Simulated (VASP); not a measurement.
Wanted: the native input for a VASP 6.6.1 run.

```yaml
Task: relaxation of cell and atoms
Functional: PBE
Potentials_or_basis: VASP PAW PBE potentials, release 64 (Li_sv, F)
Cutoff: 600 eV
k_mesh: 10 × 10 × 10
Occupations: gaussian, width 0.02 eV
Spin: no spin polarisation
Further_INCAR_settings: ALGO = Normal; EDIFF = 1e-07; IBRION = 2; EDIFFG = -0.005; NSW = 90; ISIF = 3
```

The structure of LiF lies in POSCAR:

```
LiF
1.0
    0.0000000000      2.0417135700      2.0417135700
    2.0417135700      0.0000000000      2.0417135700
    2.0417135700      2.0417135700      0.0000000000
Li F
1 1
Direct
    0.0000000000      0.0000000000      0.0000000000
    0.5000000000      0.5000000000      0.5000000000
```

The cell is a database's computed one.

These files were run (other wordings do the same):

INCAR

```
PREC = Accurate
ENCUT = 600
EDIFF = 1E-7
ISMEAR = 0
SIGMA = 0.02
LREAL = False
LASPH = True
NELM = 80
ALGO = Normal
ISIF = 3
LWAVE = False
LCHARG = False
GGA = PE
IBRION = 2
NSW = 90
EDIFFG = -0.005
```

KPOINTS

```
regular mesh
0
Gamma
  10 10 10
```

Potentials or basis: VASP PAW PBE potentials, release 64 (Li_sv, F).

Run with:

```bash
$ cat potpaw_PBE.64/Li_sv/POTCAR potpaw_PBE.64/F/POTCAR > POTCAR
$ mpirun -np 1 vasp_std > vasp.out
```

It gave:

- Relaxed volume: 8.32 Å³/atom
- Relaxed cell: a = 2.865 Å, b = 2.865 Å, c = 2.865 Å, α = 60.00°, β = 60.00°, γ = 60.00°
- Space group after relaxing (to 0.05 Å): Fm-3m (No. 225)
- Energy gained by relaxing: 0.9 meV/atom
- Ionic steps: 3
- Pressure after relaxing: 0.0 GPa
- Band gap on the k mesh: 8.93 eV, direct

Caveat: the cutoff is under 1.25 times the usual one of these potentials, so pressure, stress and relaxed cells hold a basis-set (Pulay) error.

Wall time 25 s on 1 thread of Intel(R) Xeon(R) Platinum 8375C CPU @ 2.90GHz (Ice Lake) (shared host), peak memory 0.13 GiB.
